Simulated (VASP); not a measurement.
# Al₈N₇: saddle point by the improved dimer method

Al₈N₇, defect, 15 atoms in the cell. PBE, improved dimer method; PAW potentials Al, N (PBE set).

Path: a N atom hops into a neighbouring N vacancy; Length of the hop (Å): 2.877; Atoms free in the vibrations (from 0): 0, 1, 2, 4, 8.

## Input

INCAR.step1:
```
SYSTEM = Al8N7
PREC = Accurate
ENCUT = 400
EDIFF = 1E-7
ISMEAR = 0
SIGMA = 0.05
LREAL = .False.
LASPH = .True.
NELM = 100
ALGO = Normal
LWAVE = .False.
LCHARG = .False.
ISYM = 0
KPAR = 4
IBRION = 2
NSW = 100
ISIF = 2
EDIFFG = -0.005
POTIM = 0.5
```

INCAR.step2, as INCAR.step1 but for:
```
- EDIFF = 1E-7
- EDIFFG = -0.005
+ EDIFF = 1E-6
+ EDIFFG = -0.02
```

INCAR.step3, as INCAR.step2 but for:
```
- IBRION = 2
- NSW = 100
- ISIF = 2
- POTIM = 0.5
+ IBRION = 44
+ NSW = 300
```

INCAR.step4, as INCAR.step3 but for:
```
- EDIFF = 1E-6
- IBRION = 44
- NSW = 300
- EDIFFG = -0.02
+ EDIFF = 1E-7
+ IBRION = 5
+ NFREE = 2
+ POTIM = 0.015
+ NSW = 1
```

KPOINTS:
```
k-points
0
Gamma
  3 3 3
```

POSCAR.step1:
```
Al8N7
1.0
    0.0000000000      4.0690360000      4.0690360000
    4.0690360000      0.0000000000      4.0690360000
    4.0690360000      4.0690360000      0.0000000000
Al N
8 7
Direct
    0.2500000000      0.2500000000      0.2500000000
    0.2500000000      0.2500000000      0.7500000000
    0.2500000000      0.7500000000      0.2500000000
    0.2500000000      0.7500000000      0.7500000000
    0.7500000000      0.2500000000      0.2500000000
    0.7500000000      0.2500000000      0.7500000000
    0.7500000000      0.7500000000      0.2500000000
    0.7500000000      0.7500000000      0.7500000000
    0.0000000000      0.0000000000      0.5000000000
    0.0000000000      0.5000000000      0.0000000000
    0.0000000000      0.5000000000      0.5000000000
    0.5000000000      0.0000000000      0.0000000000
    0.5000000000      0.0000000000      0.5000000000
    0.5000000000      0.5000000000      0.0000000000
    0.5000000000      0.5000000000      0.5000000000
```

POSCAR.step2:
```
Al8N7
1.0
    0.0000000000      4.0690360000      4.0690360000
    4.0690360000      0.0000000000      4.0690360000
    4.0690360000      4.0690360000      0.0000000000
Al N
8 7
Direct
    0.2500000000      0.2500000000      0.2500000000
    0.2500000000      0.2500000000      0.7500000000
    0.2500000000      0.7500000000      0.2500000000
    0.2500000000      0.7500000000      0.7500000000
    0.7500000000      0.2500000000      0.2500000000
    0.7500000000      0.2500000000      0.7500000000
    0.7500000000      0.7500000000      0.2500000000
    0.7500000000      0.7500000000      0.7500000000
    0.0000000000      0.0000000000      0.0000000000
    0.0000000000      0.5000000000      0.0000000000
    0.0000000000      0.5000000000      0.5000000000
    0.5000000000      0.0000000000      0.0000000000
    0.5000000000      0.0000000000      0.5000000000
    0.5000000000      0.5000000000      0.0000000000
    0.5000000000      0.5000000000      0.5000000000
```

POSCAR.step3:
```
Al8N7                                   
1.0
    0.0000000000      4.0690360000      4.0690360000
    4.0690360000      0.0000000000      4.0690360000
    4.0690360000      4.0690360000      0.0000000000
Al N
8 7
Direct
    0.2418010888      0.2644041918      0.2630011925
    0.2518017349      0.2512459500      0.7612831762
    0.3000578796      0.6956894688      0.2631729069
    0.2386627948      0.7596040054      0.7777703136
    0.6991123193      0.2957013754      0.2668417717
    0.7544266171      0.2444008442      0.7689934598
    0.7451581810      0.7508536784      0.2691715439
    0.7442208923      0.7491455371      0.7758241586
    1.0059124912      0.0035988076      0.2627848788
    1.0036245031      0.5105534123      0.0079651007
    0.0025246578      0.4925300967      0.5159021720
    0.5086227031      0.0039540464      1.0116780135
    0.4989477941      0.9870840304      0.5188686273
    0.5065854450      0.4968577419     -0.0014610878
    0.4985958770      0.5015326551      0.5256782817

    0.0487945666      0.0487946095     -0.0011635867
    0.0487946114      0.0487946463      0.0011631122
    0.0499581693      0.0499577238      0.0000000361
    0.0476315026      0.0476310581     -0.0000000027
    0.0499577245      0.0499581556     -0.0000000077
    0.0476310533      0.0476314916     -0.0000000509
    0.0487946017      0.0487945623     -0.0011631188
    0.0487946470      0.0487945997      0.0011635649
   -0.6831244947     -0.6831245132     -0.0000000176
    0.0487946120      0.0487945860     -0.0000000112
    0.0487945982      0.0487946123     -0.0000000054
    0.0487945794      0.0487946150      0.0000000097
    0.0487946123      0.0487946119      0.0000000215
    0.0487945952      0.0487946096      0.0000000775
    0.0487946212      0.0487946314     -0.0000000211
```

POSCAR.step4:
```
Al8N7
1.0
    0.0000000000      4.0690360000      4.0690360000
    4.0690360000      0.0000000000      4.0690360000
    4.0690360000      4.0690360000      0.0000000000
Al N
8 7
Selective dynamics
Direct
    0.2281532274      0.2286705434      0.2610606814  T T T
    0.2280994086      0.2286585391      0.8142763132  T T T
    0.2618258805      0.6898860603      0.2902171868  T T T
    0.2444992041      0.7668874521      0.7603621891  F F F
    0.6892508906      0.2622193235      0.2903387041  T T T
    0.7663611786      0.2449266109      0.7604218585  F F F
    0.7481466094      0.7485988133      0.2626488348  F F F
    0.7481464096      0.7485719770      0.7727508659  F F F
    0.0425107764      0.0430125463      0.2233415851  T T T
    0.0080542816      0.5404259024      0.9918362496  F F F
    0.9936761271      0.4975960128      0.5204291506  F F F
    0.5399237578      0.0084751314      0.9918603855  F F F
    0.4971313368      0.9940598968      0.5204979016  F F F
    0.5021386461      0.5025797373      0.0140417239  F F F
    0.5021372445      0.5025872948      0.5133908792  F F F
```

POSCAR.step5:
```
Al8N7
1.0
    0.0000000000      4.0690360000      4.0690360000
    4.0690360000      0.0000000000      4.0690360000
    4.0690360000      4.0690360000      0.0000000000
Al N
8 7
Selective dynamics
Direct
    0.2500000142      0.2500000366      0.2500000041  T T T
    0.2496026465      0.2496026686      0.7503973126  T T T
    0.2496026611      0.7503972966      0.2496026495  T T T
    0.2496026931      0.7503973265      0.7503973605  F F F
    0.7503973067      0.2496026748      0.2496026390  T T T
    0.7503973410      0.2496027019      0.7503973510  F F F
    0.7503973535      0.7503973300      0.2496026897  F F F
    0.7499999857      0.7499999649      0.7499999972  F F F
    0.9999999962      0.0000000037      0.5000000053  T T T
    0.9999999986      0.4999999986      0.0000000012  F F F
    0.0000000012      0.4999999984      0.5000000011  F F F
    0.4999999995      0.0000000008      0.9999999945  F F F
    0.5000000004      1.0000000000      0.4999999989  F F F
    0.5000000020      0.4999999945      0.0000000007  F F F
    0.5000000004      0.5000000040      0.4999999947  F F F
```

Commands (each step's output is kept before the next begins):
```
cat potpaw_PBE.64/Al/POTCAR potpaw_PBE.64/N/POTCAR > POTCAR
cp INCAR.step1 INCAR
cp POSCAR.step1 POSCAR
mpirun -np 4 vasp_std > vasp.out
cp INCAR.step2 INCAR
cp POSCAR.step2 POSCAR
mpirun -np 4 vasp_std > vasp.out
# the block under the positions in POSCAR is the starting axis: the straight line between the two relaxed ends
cp INCAR.step3 INCAR
cp POSCAR.step3 POSCAR
mpirun -np 4 vasp_std > vasp.out
# POSCAR: the saddle point
cp INCAR.step4 INCAR
cp POSCAR.step4 POSCAR
mpirun -np 4 vasp_std > vasp.out
# POSCAR: the relaxed minimum
cp POSCAR.step5 POSCAR
mpirun -np 4 vasp_std > vasp.out
```

## Result

- Barrier (eV): 4.244
- Barrier with zero-point energies (eV): 4.268
- Imaginary frequency (cm⁻¹): 341
- Imaginary modes at the saddle: 1
- Attempt frequency (THz): 4.5
- Force evaluations of the dimer: 113
- Largest force left (eV/Å): 0.0190
- Ionic steps, all stages: 181
- Electronic steps, all stages: 1094

Vibrations (cm⁻¹; a negative value is imaginary):

| Mode | Minimum | Saddle |
|---|---|---|
| 1 | 568 | 1086 |
| 2 | 559 | 766 |
| 3 | 496 | 560 |
| 4 | 469 | 496 |
| 5 | 453 | 459 |
| 6 | 430 | 437 |
| 7 | 417 | 363 |
| 8 | 359 | 362 |
| 9 | 354 | 330 |
| 10 | 316 | 296 |
| 11 | 300 | 278 |
| 12 | 299 | 257 |
| 13 | 269 | 249 |
| 14 | 241 | 207 |
| 15 | 238 | -341 |

Harmonic rate, classical:

| Temperature (K) | Jumps per second |
|---|---|
| 300 | 2.3e-59 |
| 600 | 1e-23 |
| 900 | 7.8e-12 |

The cell is AlN (16 atoms) with one N atom missing.

Limits: the cell holds 15 atoms, so the vacancy or interstitial meets its own images and the barrier isn't that of a lone defect; the attempt frequency counts the hopping atom and the four atoms nearest to it, while all others are held.

VASP 6.6.1 took 1008 s on 4 cores (Intel Xeon 6975P-C (Granite Rapids)), a shared host.
